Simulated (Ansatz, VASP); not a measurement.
## Be in VASP and in Ansatz

```xyz
2
Lattice="2.2295 0.0000 0.0000 -1.1148 1.9308 0.0000 0.0000 0.0000 3.5083" Properties=species:S:1:pos:R:3 pbc="T T T"
Be    0.0000    1.2872    0.8771
Be    1.1148    0.6436    2.6312
```

Alike in both runs: task single point; functional LDA; k mesh 16 × 16 × 9; occupations fermi-dirac, width 0.1 eV; no spin polarisation.

|  | VASP | Ansatz |
| --- | --- | --- |
| version | VASP 6.6.1 | Ansatz 0.2.0 |
| potentials or method | VASP PAW LDA potentials, release 64 (Be) | plane waves (500 eV) with PAW, scalar-relativistic |
| plane-wave cutoff (eV) | 520 | 500 |
| valence electrons in the cell | 4 | 4 |

```tsv
	VASP	Ansatz	Ansatz less VASP
pressure (GPa)	0.4	0.0	-0.46
```

Ansatz warned: «pseudo_functional_mismatch».
